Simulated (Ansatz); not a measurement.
# PbO: a single-point run

The task is a single-point run on PbO. The structure is shown as the input types it. The cell is built on a prototype (CsCl type) and needn't be the phase found in nature.

Method: density functional or hybrid calculation with the settings of its input, plane waves (as first typed), in Ansatz 0.2.0.

4 further runs of the same task are left out: 4 that didn't finish.

## 1. The structure to begin with

The structure is cubic, space group Pm-3m (No. 221). Conventional cell: a = 3.179 Å, b = 3.179 Å, c = 3.179 Å, α = 90.00°, β = 90.00°, γ = 90.00°. Around Pb (site symmetry m-3m) lie 8 O at 2.75 Å. O (site symmetry m-3m) is surrounded by 8 Pb at 2.75 Å.

Coordinates:

```cif
data_structure
_symmetry_space_group_name_H-M 'Pm-3m'
_symmetry_Int_Tables_number 221
_cell_length_a 3.1794
_cell_length_b 3.1794
_cell_length_c 3.1794
_cell_angle_alpha 90.000
_cell_angle_beta 90.000
_cell_angle_gamma 90.000
_cell_volume 32.14
loop_
_atom_site_label
_atom_site_type_symbol
_atom_site_symmetry_multiplicity
_atom_site_Wyckoff_symbol
_atom_site_fract_x
_atom_site_fract_y
_atom_site_fract_z
_atom_site_occupancy
Pb1 Pb 1 a 0.00000 0.00000 0.00000 1
O1 O 1 b 0.50000 0.50000 0.50000 1
```

## 2. Input and run

input.yaml

```yaml
crystal:
  lattice:
    - [3.1793716484, 0.0, 0.0]
    - [0.0, 3.1793716484, 0.0]
    - [0.0, 0.0, 3.1793716484]
  atoms:
    - { symbol: Pb, position: [0.0, 0.0, 0.0] }
    - { symbol: O, position: [0.5, 0.5, 0.5] }
kpoints:
  mp_grid: { grid: [6, 6, 6] }
hamiltonian:
  xc: pbe
scf:
  occupations: { method: gaussian, width: 4 }
  n_extra_bands: 4
output:
  forces: true
  stress: true
  eigenvalues: true
```

The run is started by

```bash
$ ansatz run input.yaml --threads 4 --pin off --max-ram 3686MiB --backend cpu --events-out ev --progress --plain --runs-dir out
```

Q: Will this input give a usable result? If not, why, and what should change?

The program finished normally. It gives a pressure of 20 GPa, which is large; a structure far from rest gives such values too, whatever the setting.

Look at the input: scf.occupations.method is gaussian; scf.occupations.width is 4. The width is far wider than usual, so occupations near the Fermi level are blurred and the entropy term grows.

To check: delete scf.occupations.width (the default then holds) and set scf.occupations.method to fixed.
